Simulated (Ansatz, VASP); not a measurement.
# One calculation of Li, two programs

File INCAR:

```
SYSTEM = Li
ALGO = Normal
EDIFF = 1E-6
EDIFFG = -0.005
ENCUT = 600
GGA = PE
IBRION = 2
ISIF = 3
ISMEAR = -1
LASPH = .TRUE.
LCHARG = .FALSE.
LREAL = .FALSE.
LWAVE = .FALSE.
NELM = 80
NSW = 60
PREC = Accurate
SIGMA = 0.1
```

The input KPOINTS:

```
k-points
0
G
  14 14 8
  0 0 0
```

Contents of POSCAR:

```
Li
1.0
    3.0646488937      0.0000000000      0.0000000000
   -1.5323244468      2.6540637956      0.0000000000
    0.0000000000      0.0000000000      4.9647312077
Li
2
Direct
    0.3333333333      0.6666666667      0.2500000000
    0.6666666667      0.3333333333      0.7500000000
```

Input for Ansatz:

```yaml
crystal:
  lattice:
    - [3.0646488937, 0.0, 0.0]
    - [-1.5323244468, 2.6540637956, 0.0]
    - [0.0, 0.0, 4.9647312077]
  atoms:
    - { symbol: Li, position: [0.3333333333, 0.6666666667, 0.25] }
    - { symbol: Li, position: [0.6666666667, 0.3333333333, 0.75] }
kpoints:
  mp_grid: { grid: [14, 14, 8] }
scf:
  occupations: { method: fermi_dirac, width: 0.1 }
hamiltonian:
  xc: pbe
  pseudopotentials: { kind: paw }
output:
  forces: true
  stress: true
  write_density: true
  write_potential: true
  elf: true
  volumetric_format: npy
relax:
  f_tol: 0.005
  max_steps: 40
  cell: {}
```

Alike in both runs: task relaxation of cell and atoms; functional PBE; k mesh 14 × 14 × 8; occupations fermi-dirac, width 0.1 eV; no spin polarisation.

|  | VASP | Ansatz |
| --- | --- | --- |
| version | VASP 6.6.1 | Ansatz 0.2.0 |
| potentials or method | VASP PAW PBE potentials, release 64 (Li_sv) | PAW with Ansatz's default frozen-core files, scalar-relativistic |
| plane-wave cutoff (eV) | 600 | 420 |
| valence electrons in the cell | 6 | 6 |

```tsv
	VASP	Ansatz	Ansatz less VASP
relaxed volume (Å³/atom)	20.06	20.25	+0.196
relaxed cell length with the largest relative difference (Å)	4.981	5.000	+0.0185
```

Caveats: the cutoff is under 1.25 times the usual one of these potentials, so pressure, stress and relaxed cells hold a basis-set (Pulay) error (VASP).
